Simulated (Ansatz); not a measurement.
## Structures of ScAl: which is lowest?

Plane-wave DFT in Ansatz with scalar-relativistic PAW potentials, cutoff 420 eV, Γ-centred meshes chosen by cell and gap, Gaussian smearing with energies taken to zero width. Every cell was relaxed (cell and atoms) in a run of its own, within the symmetry of its start. Functional: PBEsol.

Relaxed structures (starts from databases or built by putting these elements on another compound's sites):
A. Cmcm, 4 atoms in the computed cell, a = 3.291 Å, b = 11.017 Å, c = 4.337 Å; sites (symmetry × multiplicity) Sc m2m × 4, Al m2m × 4; start: database
B. Pm-3m, 2 atoms in the computed cell, a = 3.344 Å; sites (symmetry × multiplicity) Sc m-3m × 1, Al m-3m × 1; start: database

Problem. Rank them by energy. Could pressure change the order?

Solution.
```tsv
structure	group	E − E(lowest) (meV/atom)	V (Å³/atom)	gap on mesh (eV)
B	Pm-3m	0.0	18.70	0.00
A	Cmcm	56	19.65	0.00
```

B is lowest, 56 meV/atom under A. The lowest is also the densest of these, so pressure wouldn't bring one of the others in at first order. Other structures may lie lower than all of these, and vibrations aren't counted.